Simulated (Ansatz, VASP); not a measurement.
## CuAu in VASP and in Ansatz

Contents of INCAR:

```
SYSTEM = CuAu
PREC = Accurate ; ENCUT = 600
EDIFF = 1E-7 ; ISMEAR = -1
SIGMA = 0.15 ; LREAL = .False.
LASPH = .True. ; NELM = 100
ALGO = Normal ; ISIF = 3
LWAVE = .False. ; LCHARG = .False.
GGA = CA ; IBRION = 2
NSW = 80 ; EDIFFG = -0.001
```

KPOINTS

```
Automatic mesh
0
Gamma
  14 14 12
  0 0 0
```

Contents of POSCAR:

```
CuAu
1.0
    2.8095998627      0.0000000000      0.0000000000
    0.0000000000      2.8095998627      0.0000000000
    0.0000000000      0.0000000000      3.4917331358
Cu Au
1 1
Direct
    0.5000000000      0.5000000000      0.5000000000
    0.0000000000      0.0000000000      0.0000000000
```

Input for Ansatz:

```yaml
crystal:
  lattice:
    - [2.8095998627, 0.0, 0.0]
    - [0.0, 2.8095998627, 0.0]
    - [0.0, 0.0, 3.4917331358]
  atoms:
    - { symbol: Cu, position: [0.5, 0.5, 0.5] }
    - { symbol: Au, position: [0.0, 0.0, 0.0] }
basis:
  ecutwfc: 420
kpoints:
  mp_grid: { grid: [14, 14, 12] }
hamiltonian:
  xc: lda
scf:
  occupations: { method: fermi_dirac, width: 0.15 }
output:
  forces: true
  stress: true
  eigenvalues: true
  write_density: true
  write_potential: true
  elf: true
  volumetric_format: npy
relax:
  adjacent_minimum: "off"
  f_tol: 0.001
  max_steps: 60
  cell: { stress_tol: 0.01 }
```

Alike in both runs: task relaxation of cell and atoms; functional LDA; k mesh 14 × 14 × 12; occupations fermi-dirac, width 0.15 eV; no spin polarisation.

|  | VASP | Ansatz |
| --- | --- | --- |
| version | VASP 6.6.1 | Ansatz 0.2.0 |
| potentials or method | VASP PAW LDA potentials, release 64 (Cu, Au) | scalar-relativistic, plane waves, PAW |
| plane-wave cutoff (eV) | 600 | 420 |
| valence electrons in the cell | 22 | 38 |

|  | VASP | Ansatz | Ansatz less VASP |
| --- | --- | --- | --- |
| gap on the k mesh at the Fermi level, each at its own relaxed structure (eV) | none | none | - |
| relaxed volume (Å³/atom) | 13.83 | 13.78 | -0.047 |
| relaxed cell length with the largest relative difference (Å) | 3.531 | 3.525 | -0.0059 |

A gap of «none» marks a metal or a gap that the smearing closes. The two sets of potentials don't hold the same shells in valence.

The runs have no spin-orbit coupling, so splittings on Au are missing.
